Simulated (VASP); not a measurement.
# Si (P6_3/mmc) in VASP: notebook, part 2 of 2

VASP 6.6.1.

## Step 3: Dielectric tensor, PBE

Input file INCAR:

```
ALGO = Normal ; EDIFF = 1E-8
ENCUT = 600 ; GGA = PE
ISIF = 2 ; ISMEAR = 0
KPAR = 2 ; LASPH = True
LCHARG = False ; LEPSILON = True
LREAL = False ; LWAVE = False
NELM = 80 ; PREC = Accurate
SIGMA = 0.03
```

Input file KPOINTS:

```
k-points
0
Gamma
  15 15 7
```

Input file POSCAR:

```
Si                                      
1.0
    3.8507795690     -0.0000000000      0.0000000000
   -1.9253897846      3.3348729312     -0.0000000000
    0.0000000000     -0.0000000000      6.3622359812
  Si            
     4
Direct
     0.3333333300000021    0.6666666699999979    0.0629157305731909
     0.6666666699999979    0.3333333300000021    0.5629157305731910
     0.3333333300000021    0.6666666699999979    0.4370842694268091
     0.6666666699999979    0.3333333300000021    0.9370842694268090
```

Potentials or basis: VASP PAW PBE potentials, release 64 (Si).

On the command line:

```console
cat potpaw_PBE.64/Si/POTCAR > POTCAR
mpirun -np 2 vasp_std > vasp.out
```

OUTCAR:

```text
EDIFF = 1E-8
   ENCUT = 600
   GGA = PE
   ISIF = 2
   ISMEAR = 0
   LASPH = True
   LEPSILON = True
   LREAL = False
   NELM = 80
   PREC = Accurate

 ion  position               nearest neighbor table
   1  0.333  0.667  0.063-   4 2.36   4 2.36   4 2.36   3 2.38
   2  0.667  0.333  0.563-   3 2.36   3 2.36   3 2.36   4 2.38
   3  0.333  0.667  0.437-   2 2.36   2 2.36   2 2.36   1 2.38
   4  0.667  0.333  0.937-   1 2.36   1 2.36   1 2.36   2 2.38

  LATTYP: Found a hexagonal cell.
 ALAT       =     3.8507795690
 C/A-ratio  =     1.6521942810

  Lattice vectors:

 A1 = (   3.8507795690,   0.0000000000,   0.0000000000)
 A2 = (  -1.9253897846,   3.3348729312,   0.0000000000)
 A3 = (   0.0000000000,   0.0000000000,   6.3622359812)

Analysis of symmetry for initial positions (statically):
=====================================================================
 Subroutine PRICEL returns:
 Original cell was already a primitive cell.

 Routine SETGRP: Setting up the symmetry group for a
 hexagonal supercell.

 Subroutine GETGRP returns: Found 24 space group operations
 (whereof 12 operations were pure point group operations)
[... 594 lines left out ...]

  energy without entropy =       -3.07611587

------------------------ aborting loop because EDIFF is reached ----------------------------------------

 PIEZOELECTRIC TENSOR FIELD DIRECTION 3  (e Angst)
 -----------------------------------------------------------------------------
    -0.01456  0.00000  0.00000           ( -0.00000  0.00000  0.00000)
     0.00000 -0.01456 -0.00000           (  0.00000 -0.00000  0.00000)
     0.00000 -0.00000  0.02916           (  0.00000  0.00000  0.00002)

 PIEZOELECTRIC TENSOR FIELD DIRECTION 3  (C/m^2)
 -----------------------------------------------------------------------------
    -0.00285  0.00000  0.00000
     0.00000 -0.00285 -0.00000
     0.00000 -0.00000  0.00572

 MACROSCOPIC STATIC DIELECTRIC TENSOR (including local field effects in DFT)
 ------------------------------------------------------
          12.657795    -0.000000     0.000000
          -0.000000    12.657795    -0.000000
           0.000000     0.000000    13.703773
 ------------------------------------------------------

 PIEZOELECTRIC TENSOR (including local field effects)  for field in x, y, z        (e  Angst)
          XX          YY          ZZ          XY          YZ          ZX
  --------------------------------------------------------------------------------
  x     0.00000     0.00000     0.00000     0.00000     0.00000     0.00000
  y     0.00000     0.00000     0.00000     0.00000     0.00000     0.00000
  z     0.00000     0.00000     0.00000     0.00000     0.00000     0.00000

 PIEZOELECTRIC TENSOR (including local field effects)  for field in x, y, z        (C/m^2)
          XX          YY          ZZ          XY          YZ          ZX
  --------------------------------------------------------------------------------
  x     0.00000     0.00000     0.00000     0.00000     0.00000     0.00000
  y     0.00000     0.00000     0.00000     0.00000     0.00000     0.00000
  z     0.00000     0.00000     0.00000     0.00000     0.00000     0.00000

 BORN EFFECTIVE CHARGES (including local field effects) (in |e|, cummulative output)
 ---------------------------------------------------------------------------------
 ion    1
    1     0.00000     0.00000    -0.00000
    2     0.00000     0.00000     0.00000
    3     0.00000     0.00000     0.00000
 ion    2
    1     0.00000     0.00000     0.00000
    2     0.00000     0.00000    -0.00000
    3    -0.00000    -0.00000     0.00000
 ion    3
    1     0.00000     0.00000     0.00000
    2     0.00000     0.00000    -0.00000
    3    -0.00000    -0.00000     0.00000
 ion    4
    1     0.00000     0.00000    -0.00000
    2     0.00000     0.00000     0.00000
    3     0.00000     0.00000     0.00000
```

OSZICAR:

```text
N       E                     dE             d eps       ncg     rms          rms(c)
DAV:   1     0.375239110539E+02    0.37524E+02   -0.67583E+03  2592   0.122E+03
DAV:   2    -0.192140276507E+02   -0.56738E+02   -0.52503E+02  3480   0.152E+02
DAV:   3    -0.219491123389E+02   -0.27351E+01   -0.26619E+01  3432   0.319E+01
DAV:   4    -0.219973621676E+02   -0.48250E-01   -0.48126E-01  3208   0.515E+00
[... 11 lines left out ...]
RMM:   8    -0.307615786646E+01   -0.63149E-03   -0.49867E-06  4377   0.126E-02    0.160E-03
RMM:   9    -0.307608470291E+01    0.73164E-04    0.22669E-07  4516   0.455E-03    0.517E-04
RMM:  10    -0.307612174992E+01   -0.37047E-04    0.71150E-07  4643   0.126E-03    0.125E-04
RMM:  11    -0.307611329913E+01    0.84508E-05   -0.54862E-07  4629   0.372E-04    0.635E-05
RMM:  12    -0.307611614452E+01   -0.28454E-05   -0.40436E-07  3794   0.150E-04    0.115E-05
RMM:  13    -0.307611586876E+01    0.27576E-06   -0.18066E-08  2180   0.736E-05    0.469E-06
```

Wall time 5.9 min (2 MPI ranks of Intel Xeon 6975P-C (Granite Rapids), shared host); peak memory 0.75 GiB.

What came out:

| Property | Result |
| --- | --- |
| Band gap on the k mesh | 0.46 eV, indirect (least direct gap 0.99 eV) |
| Electronic dielectric tensor (diagonal) | 12.66, 12.66, 13.70 |
| Born charges (mean of the diagonal) | Si +0.00 e |

Electronic dielectric tensor:
```
12.66  0.00  0.00
 0.00 12.66  0.00
 0.00  0.00 13.70
```

Born effective charge tensors (e):
atom 1, Si
```
0.00 0.00 0.00
0.00 0.00 0.00
0.00 0.00 0.00
```
atom 2, Si
```
0.00 0.00 0.00
0.00 0.00 0.00
0.00 0.00 0.00
```
atom 3, Si
```
0.00 0.00 0.00
0.00 0.00 0.00
0.00 0.00 0.00
```
atom 4, Si
```
0.00 0.00 0.00
0.00 0.00 0.00
0.00 0.00 0.00
```

Caveat: the gap is small at this level, which inflates the dielectric constant; an odd mesh through Γ misses points on the zone boundary, where band edges often lie.

## Step 4: Phonons, LDA

This run uses another cell than the first one, of 19.70 Å³/atom, 0.964 times its volume.

Input file POSCAR:

```
Si
1.0
    3.8035276942      0.0000000000      0.0000000000
   -1.9017638471      3.2939516071     -0.0000000000
   -0.0000000000      0.0000000000      6.2880708926
  Si
     4
Direct
     0.3333333300000021    0.6666666699999979    0.0630037033439549
     0.6666666699999979    0.3333333300000021    0.5630037033439549
     0.3333333300000021    0.6666666699999979    0.4369962966560451
     0.6666666699999979    0.3333333300000021    0.9369962966560451
```

Input file INCAR.step1:

```
SYSTEM = Si
PREC     = Accurate       ! precision mode
ENCUT    = 600            ! plane-wave cutoff, eV
EDIFF    = 1E-8           ! SCF threshold, eV
ISMEAR   = 0              ! smearing method
SIGMA    = 0.03           ! smearing width, eV
LREAL    = .FALSE.        ! projectors in reciprocal space
LASPH    = .TRUE.         ! aspherical terms in the spheres
NELM     = 80             ! most SCF steps
ALGO     = Fast           ! electronic algorithm
ISIF     = 3              ! what is computed and relaxed
LWAVE    = .FALSE.        ! write WAVECAR
LCHARG   = .FALSE.        ! write CHGCAR
KPAR     = 2            
IBRION   = 2              ! ionic algorithm
NSW      = 40             ! ionic steps
EDIFFG   = -0.002         ! ionic threshold
```

Input file INCAR.step2:

```
SYSTEM = Si
PREC     = Accurate       ! precision mode
ENCUT    = 600            ! plane-wave cutoff, eV
EDIFF    = 1E-8           ! SCF threshold, eV
ISMEAR   = 0              ! smearing method
SIGMA    = 0.03           ! smearing width, eV
LREAL    = .FALSE.        ! projectors in reciprocal space
LASPH    = .TRUE.         ! aspherical terms in the spheres
NELM     = 80             ! most SCF steps
ALGO     = Fast           ! electronic algorithm
ISIF     = 2              ! what is computed and relaxed
LWAVE    = .FALSE.        ! write WAVECAR
LCHARG   = .FALSE.        ! write CHGCAR
KPAR     = 2            
IBRION   = 6              ! ionic algorithm
NFREE    = 2            
POTIM    = 0.015          ! step
NSW      = 1              ! ionic steps
```

Input file KPOINTS:

```
regular mesh
0
G
  9 9 4
  0 0 0
```

Potentials or basis: VASP PAW LDA potentials, release 64 (Si).

On the command line:

```console
cat potpaw_LDA.64/Si/POTCAR > POTCAR
cp INCAR.step1 INCAR
mpirun -np 2 vasp_std > vasp.out
cp CONTCAR POSCAR
cp INCAR.step2 INCAR
mpirun -np 2 vasp_std > vasp.out
```

OUTCAR:

```text
SYSTEM = Si
   PREC = Accurate
   ENCUT = 600
   EDIFF = 1E-8
   ISMEAR = 0
   LREAL = .FALSE.
   LASPH = .TRUE.
   NELM = 80
   ISIF = 2
   IBRION = 6
   NFREE = 2
   POTIM = 0.015
   NSW = 1

 ion  position               nearest neighbor table
   1  0.333  0.667  0.063-   4 2.33   4 2.33   4 2.33   3 2.35
   2  0.667  0.333  0.563-   3 2.33   3 2.33   3 2.33   4 2.35
   3  0.333  0.667  0.437-   2 2.33   2 2.33   2 2.33   1 2.35
   4  0.667  0.333  0.937-   1 2.33   1 2.33   1 2.33   2 2.35

  LATTYP: Found a hexagonal cell.
 ALAT       =     3.8033075585
 C/A-ratio  =     1.6535069974

  Lattice vectors:

 A1 = (   3.8033075585,   0.0000000000,   0.0000000000)
 A2 = (  -1.9016537793,   3.2937609640,   0.0000000000)
 A3 = (   0.0000000000,   0.0000000000,   6.2887956613)

Analysis of symmetry for initial positions (statically):
=====================================================================
 Subroutine PRICEL returns:
 Original cell was already a primitive cell.

 Routine SETGRP: Setting up the symmetry group for a
 hexagonal supercell.

 Subroutine GETGRP returns: Found 24 space group operations
 (whereof 12 operations were pure point group operations)
 out of a pool of 24 trial point group operations.

The static configuration has the point symmetry D_3d.
 The point group associated with its full space group is D_6h.

Analysis of symmetry for dynamics (positions and initial velocities):
=====================================================================
 Subroutine PRICEL returns:
 Original cell was already a primitive cell.

 Routine SETGRP: Setting up the symmetry group for a
 hexagonal supercell.

 Subroutine GETGRP returns: Found 24 space group operations
 (whereof 12 operations were pure point group operations)
 out of a pool of 24 trial point group operations.

The dynamic configuration has the point symmetry D_3d.
 The point group associated with its full space group is D_6h.

 Subroutine INISYM returns: Found 24 space group operations
 (whereof 12 operations are pure point group operations),
 and found     1 'primitive' translations

----------------------------------------------------------------------------------------

                                     Primitive cell

  volume of cell :      78.7809

  direct lattice vectors                    reciprocal lattice vectors
     3.803307559  0.000000000  0.000000000     0.262929039  0.151802151  0.000000000
    -1.901653779  3.293760964  0.000000000     0.000000000  0.303604302  0.000000000
     0.000000000  0.000000000  6.288795661     0.000000000  0.000000000  0.159012958

  length of vectors
     3.803307559  3.803307558  6.288795661     0.303604302  0.303604302  0.159012958

  position of ions in fractional coordinates (direct lattice)
[... 137 lines left out ...]

  FORCE on cell =-STRESS in cart. coord.  units (eV):
  Direction    XX          YY          ZZ          XY          YZ          ZX
  --------------------------------------------------------------------------------------
  -------------------------------------------------------------------------------------
  Total       -0.0019707     -0.0019707     -0.0010827      0.0000000     -0.0000000      0.0000000
  in kB       -0.0400787     -0.0400787     -0.0220197      0.0000000     -0.0000000      0.0000000
  external PRESSURE =      -0.0340590 kB  Pullay stress =       0.0000000 kB
[... 139 lines left out ...]
--------------------------------------- Ionic step        5  -------------------------------------------

 number of electron      16.0000000 magnetization

 Free energy of the ion-electron system (eV)
  ---------------------------------------------------
  ext. energy  EPLUGINS =         0.00000000
  ---------------------------------------------------
  free energy    TOTEN  =       -23.79849678 eV

  energy without entropy =      -23.79849678  energy(sigma->0) =      -23.79849678

 E-fermi :   6.3054     XC(G=0):  -9.6632

 val. band max:        6.1796715828   @ k =   0.0000   0.0000   0.0000
 cond. band min:       6.5007765105   @ k =   0.4444   0.0000   0.0000
 fundamental gap:      0.3211049277
 Fermi energy:         6.3054279808

 k-point     1 :       0.0000    0.0000    0.0000
  band No.  band energies     occupation
      1      -6.1477      2.00000
      2      -3.8207      2.00000
      3      -1.1167      2.00000
      4       4.6466      2.00000
      5       4.6466      2.00000
      6       5.8786      2.00000
      7       6.1797      2.00000
      8       6.1797      2.00000
      9       7.1799      0.00000
     10       8.1579      0.00000
     11       8.1579      0.00000
     12       8.4882      0.00000
[... 331 lines left out ...]
 k-point    24 :       0.3333    0.3333    0.2500
  band No.  band energies     occupation
      1      -2.8057      2.00000
      2      -2.7763      2.00000
      3      -0.8986      2.00000
      4      -0.8860      2.00000
      5       1.0396      2.00000
      6       2.3129      2.00000
      7       3.2954      2.00000
      8       3.3072      2.00000
      9       7.7297      0.00000
     10       9.0665      0.00000
     11       9.0990      0.00000
     12      11.4434      0.00000

 [... further k-points ...]

------------------------ aborting loop because EDIFF is reached ----------------------------------------

  FORCE on cell =-STRESS in cart. coord.  units (eV):
  Direction    XX          YY          ZZ          XY          YZ          ZX
  --------------------------------------------------------------------------------------
  -------------------------------------------------------------------------------------
  Total        0.0894802      0.0894802     -0.1533010     -0.0000000      0.0000000      0.0000000
  in kB        1.8197706      1.8197706     -3.1177014     -0.0000000      0.0000000      0.0000000
  external PRESSURE =       0.1739466 kB  Pullay stress =       0.0000000 kB
[... 19 lines left out ...]
  FREE ENERGIE OF THE ION-ELECTRON SYSTEM (eV)
  ---------------------------------------------------
  free  energy   TOTEN  =       -23.7984967839 eV

  energy  without entropy=      -23.7984967839  energy(sigma->0) =      -23.79849678

 INTERNAL STRAIN TENSORS FROM DISPLACED ATOMS
 ============================================

 INTERNAL STRAIN TENSOR FOR ION    1 for displacements in x,y,z  (eV/Angst):
          X           Y           Z          XY          YZ          ZX
  --------------------------------------------------------------------------------
  x    -0.00000     0.00000     0.00000    -8.27151     0.00000    -6.80615
  y    -8.27151     8.27151     0.00000    -0.00000    -6.80615    -0.00000
  z    -5.96652    -5.96652    10.66521     0.00000     0.00000     0.00000

 INTERNAL STRAIN TENSOR FOR ION    4 for displacements in x,y,z  (eV/Angst):
          X           Y           Z          XY          YZ          ZX
  --------------------------------------------------------------------------------
  x     0.00000     0.00000    -0.00000     8.27151    -0.00000     6.80615
  y     8.27151    -8.27151     0.00000     0.00000     6.80615     0.00000
  z     5.96652     5.96652   -10.66521     0.00000     0.00000     0.00000

 Eigenvectors and eigenvalues of the dynamical matrix
 ----------------------------------------------------

   1 f  =   15.209341 THz    95.563107 2PiTHz  507.329003 cm-1    62.900751 meV
             X         Y         Z           dx          dy          dz
     -0.000000  2.195841  0.396148     0.000000    0.000000   -0.500000
      1.901654  1.097920  3.540546     0.000000    0.000000   -0.500000
     -0.000000  2.195841  2.748250    -0.000000   -0.000000    0.500000
      1.901654  1.097920  5.892648    -0.000000   -0.000000    0.500000
[... 64 lines left out ...]
  11 f  =    0.000000 THz     0.000001 2PiTHz    0.000004 cm-1     0.000000 meV
             X         Y         Z           dx          dy          dz
     -0.000000  2.195841  0.396148     0.469188   -0.172029   -0.016379
      1.901654  1.097920  3.540546     0.469188   -0.172029   -0.016379
     -0.000000  2.195841  2.748250     0.469188   -0.172029   -0.016379
      1.901654  1.097920  5.892648     0.469188   -0.172029   -0.016379

  12 f/i=    0.000000 THz     0.000001 2PiTHz    0.000007 cm-1     0.000001 meV
             X         Y         Z           dx          dy          dz
     -0.000000  2.195841  0.396148    -0.019309   -0.005094   -0.499601
      1.901654  1.097920  3.540546    -0.019309   -0.005094   -0.499601
     -0.000000  2.195841  2.748250    -0.019309   -0.005094   -0.499601
      1.901654  1.097920  5.892648    -0.019309   -0.005094   -0.499601

 ELASTIC MODULI CONTR FROM IONIC RELAXATION (kBar)
 Direction    XX          YY          ZZ          XY          YZ          ZX
 --------------------------------------------------------------------------------
 XX        -331.0173    113.1319    194.7361     -0.0000     -0.0000     -0.0000
 YY         113.1319   -331.0173    194.7361      0.0000      0.0000      0.0000
 ZZ         194.7361    194.7361   -348.0925     -0.0000     -0.0000      0.0000
 XY          -0.0000      0.0000     -0.0000   -222.0746     -0.0000      0.0000
 YZ          -0.0000      0.0000     -0.0000     -0.0000   -141.8190     -0.0000
 ZX          -0.0000      0.0000      0.0000      0.0000     -0.0000   -141.8190
 --------------------------------------------------------------------------------
```

Run time: 81 s. Hardware: 2 MPI ranks of Intel Xeon 6975P-C (Granite Rapids), shared host; peak memory 0.35 GiB.

Results:

* Highest phonon frequency at Γ: 507 cm⁻¹

Phonon frequencies in cm⁻¹ (negative: imaginary):
```csv
q point,frequencies
"(0.000, 0.000, 0.000)",0 0 0 95 95 372 415 493 493 507 507 507
```
